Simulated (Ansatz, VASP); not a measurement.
BiTe: VASP beside Ansatz

```
Bi Te
1.0
     0.00000    3.20781    3.20781
     3.20781    0.00000    3.20781
     3.20781    3.20781    0.00000
Bi Te
1 1
Direct
  0.00000 0.00000 0.00000
  0.50000 0.50000 0.50000
```

Alike in both runs: task single point; functional PBE; k mesh 6 × 6 × 6; no spin polarisation.

|  | VASP | Ansatz |
| --- | --- | --- |
| version | VASP 6.6.1 | Ansatz 0.2.0 |
| potentials or method | VASP PAW PBE potentials, release 64 (Bi_d, Te) | plane waves, PAW |
| plane-wave cutoff (eV) | 520 | 463 |
| occupations | fermi-dirac, width 0.1 eV | fermi-dirac |
| valence electrons in the cell | 21 | 31 |

```csv
,VASP,Ansatz,Ansatz less VASP
pressure (GPa),2.1,2.2,+0.08
```

The two sets of potentials don't hold the same shells in valence.
